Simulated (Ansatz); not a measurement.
A 2-atom cell of LiBr started from a crystallographic database, relaxed with r2SCAN: it is cubic, Fm-3m (No. 225); a = 5.479 Å in the conventional setting, 20.56 Å³ an atom. Li has 6 Br at 2.74 Å; Br has 6 Li at 2.74 Å. One-shot G0W0@PBE in Ansatz 0.2.0 on a 6×6×6 mesh (contour deformation, no spin-orbit coupling), from a PBE gap of 4.991 eV over the mesh points (the G0W0 gap is direct on the mesh); the number N of bands summed and the screening cutoff rise together. No spin polarisation and no zero-point or thermal motion.

| N | cutoff (eV) | 1000/N | G0W0 gap (eV) |
| --- | --- | --- | --- |
| 98 | 100 | 10.204 | 7.081 |
| 230 | 180 | 4.348 | 7.258 |

Problem. Lay a straight line in 1000/N through these rows.

Solution. The slope is -0.0302 eV per unit of 1000/N and the intercept 7.389 eV.

Problem. Predict the gap at N = 442 (260 eV).

Solution. 7.389 + (-0.0302) × 2.262 = 7.321 eV; the run gives 7.316 eV, -0.005 eV from the line.

Problem. With that run's result added, what limit do the last two rows suggest?

Solution. Their slope is (7.316 − 7.258)/(2.262 − 4.348) = -0.0278, which meets 1/N = 0 at 7.38 eV, against 7.389 eV from the first line. The two lines nearly agree; the k mesh isn't extrapolated.

Spin-orbit coupling is left out.
